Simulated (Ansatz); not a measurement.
Strain and the gap of KZnF3 (Pm-3m)

A 5-atom cell of KZnF3 started from a crystallographic database, relaxed with r2SCAN in the plane-wave code Ansatz. Space group Pm-3m (No. 221), cubic; a = 4.046 Å in the conventional setting, 13.25 Å³ an atom. K has 12 F at 2.86 Å; Zn has 6 F at 2.02 Å; F has 2 Zn at 2.02 Å and 4 K at 2.86 Å.

The axes x, y and z are those of this cell:
```xyz
5
Lattice="4.0462 0.0000 0.0000 0.0000 4.0462 0.0000 0.0000 0.0000 4.0462" Properties=species:S:1:pos:R:3 pbc="T T T"
K     0.0000    0.0000    0.0000
Zn    2.0231    2.0231    2.0231
F     2.0231    2.0231    0.0000
F     0.0000    2.0231    2.0231
F     2.0231    0.0000    2.0231
```

Unstrained: The PBE gap is indirect, 3.870 eV (R to Γ), below the direct gap of 5.713 eV at Γ. The r2SCAN gap is indirect, 4.638 eV (R to Γ), below the direct gap of 6.611 eV at Γ. With HSE06 the valence top lies at R and the conduction bottom at Γ, 6.360 eV higher; the smallest vertical gap, at Γ, is 8.073 eV. Meshes: PBE 6×6×6, r2SCAN 6×6×6, HSE06 4×4×4. Strains are changes of length per length, and xy shears are angles. After each strain the atoms were relaxed again with r2SCAN in this cell and within any symmetry left, so distortions that break it or need a larger cell weren't tested; points keep the names that they have in the unstrained zone. The values are computed, spin-unpolarised, and not measurements.

Changes of the least gap in eV (an overlap counts as a negative gap):
```tsv
strain	volume change (%)	space group	PBE	r2SCAN	HSE06	energy rise, r2SCAN (meV/atom)
xy shear, engineering strain (angle) +2.95 %	0.0	Cmmm	-0.003	-0.003	-0.004	1.3
biaxial -2.68 % in x and y, z held	-5.3	P4/mmm	+0.057	+0.056	+0.098	13.1
isotropic +1.64 % on every length	+5.0	Pm-3m	-0.128	-0.131	-0.167	7.9
```

Xy shear, engineering strain (angle) +2.95 %. HSE06: the gap goes from 6.360 to 6.356 eV (-0.004 eV). Stress change with r2SCAN, compression positive: xx +0.03, yy +0.03, zz +0.01, xy -1.09 GPa.

Biaxial -2.68 % in x and y, z held. HSE06: the gap goes from 6.360 to 6.458 eV (+0.098 eV). Stress change with r2SCAN, compression positive: xx +6.35, yy +6.35, zz +3.26 GPa.

Isotropic +1.64 % on every length. HSE06: the gap goes from 6.360 to 6.193 eV (-0.167 eV). Stress change with r2SCAN, compression positive: xx -3.69, yy -3.69, zz -3.69 GPa. For HSE06, dE_g/d ln V = -3.4 eV over this step.

The meshes of the hybrids are coarse, so their gaps aren't converged to the digits shown.
